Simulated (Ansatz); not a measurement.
A plane-wave DFT run in Ansatz 0.2.0 (scalar-relativistic PAW potentials unless the input names others): input and command.

```yaml
crystal:
  lattice:
    - [4.0114149717, 0.0, 0.0]
    - [0.0, 4.0114149717, 0.0]
    - [0.0, 0.0, 4.0114149717]
  atoms:
    - { symbol: Ba, position: [0.5, 0.5, 0.5] }
    - { symbol: Ti, position: [0.0, 0.0, 0.0] }
    - { symbol: O, position: [0.5, 0.0, 0.0] }
    - { symbol: O, position: [0.0, 0.5, 0.0] }
    - { symbol: O, position: [0.0, 0.0, 0.5] }
basis:
  ecutwfc: 420
kpoints:
  mp_grid: { grid: [8, 8, 8] }
hamiltonian:
  xc: pbe
scf:
  occupations: { method: gaussian, width: 0.02 }
  algorithm: direct_min
output:
  forces: true
  eigenvalues: true
  stress: true
```

```bash
ansatz run input.yaml --threads 1 --pin off --max-ram 2560MiB --backend cpu --events-out ev --progress --plain --runs-dir out
```

Abridged log:
```
Basis set: ecut = 420 eV, 1237 PW (Γ), exchange–correlation on 54×54×54 points (8 copies of the dense FFT grid, shifted against one another)
Bands: 25, of which v1, the nominal top of the filled ones, is band 20 counted from 1 (19 counted from 0)
Symmetry: 48 space group operations
k-points: 35 of 512
SCF iter   1: F=—  HF=-10159.563179 eV  |F-HF|=—  |Δ(HF+E_count)|=         —  Δρ=1.58e-3  dr2=8.39e-4  ethr=1.77e-3  ⟨swp⟩=7.0  Hψ=4069  notcnv=0
SCF iter   2: F=—  HF=-10159.565862 eV  |F-HF|=—  |Δ(HF+E_count)|=   2.68e-3  Δρ=1.24e-3  dr2=1.05e-3  ethr=2.10e-6  ⟨swp⟩=5.9  Hψ=3574  notcnv=0  defer=27
SCF iter   3: F=—  HF=-10159.565549 eV  |F-HF|=—  |Δ(HF+E_count)|=   3.12e-4  Δρ=6.69e-4  dr2=2.10e-4  ethr=2.10e-6  ⟨swp⟩=4.2  Hψ=2465  notcnv=0  defer=10
SCF iter   4: F=—  HF=-10159.565486 eV  |F-HF|=—  |Δ(HF+E_count)|=   6.35e-5  Δρ=2.34e-5  dr2=3.75e-7  ethr=5.43e-10  ⟨swp⟩=5.1  Hψ=4836  notcnv=0
SCF iter   5: F=-10159.565486 eV  HF=-10159.565486 eV  |F-HF|=1.45e-8  |Δ(HF+E_count)|=   1.95e-7  Δρ=3.80e-6  dr2=1.56e-8  ethr=4.72e-10  ⟨swp⟩=3.7  Hψ=1981  notcnv=0
SCF 1 converged in 5 iterations: F = -10159.565486 eV  dr2 = 1.56e-8
  Residual-converged pass: ⟨swp⟩=3.3  Hψ=2275  notcnv=0  max |occ|·‖R‖ = 6.6e-6 eV (tolerance 6.7e-6 eV) dr2=2.01e-8  dr2_onsite=1.32e-9  max |Δocc| = 0.0e0
SCF converged after 5 iterations
Stability not checked: this state was not tested for a lower state beside it, because a direct minimisation reached the state, and no test of it is asked (direct_minimisation; see scf.lower_state_search)
Free energy (F): -10159.565486 eV
Harris-Foulkes:  -10159.565486 eV  (|F-HF|=1.45e-8)
Internal energy: -10159.565486 eV  (E = F + TS)
E sigma→0 (E₀):  -10159.565486 eV
Fermi energy:    11.107728 eV
--- Forces (eV/Å), atoms counted from 1 ---
  atom   1  Ba     0.00000000     0.00000000     0.00000000
  atom   2  Ti     0.00000000     0.00000000     0.00000000
  atom   3  O      0.00000000     0.00000000     0.00000000
  atom   4  O      0.00000000     0.00000000     0.00000000
  atom   5  O      0.00000000     0.00000000     0.00000000
--- Stress (GPa, compression-positive) ---
        0.968679       0.000000       0.000000
        0.000000       0.968679       0.000000
        0.000000       0.000000       0.968679
  P = ⅓ Tr σ = 0.9687 GPa (9.687 kbar)
```

Apart from outputs, empty bands and the relaxation, which only the reference makes, the input differs from a reference run on usual settings in scf.algorithm: not typed → "direct_min". The reference, at the same geometry, ended its own course with pressure 0.97 GPa, largest force 0.000 eV/Å, gap on the mesh 1.80 eV. This run converged in 5 SCF iterations with an energy at zero smearing within 0.01 meV/atom of the reference's, pressure 0.97 GPa, largest force 0.000 eV/Å, gap on the mesh 1.80 eV.

Time: 11 s on 1 thread of Arm Neoverse V2, with other jobs on the host, peak memory 0.42 GiB.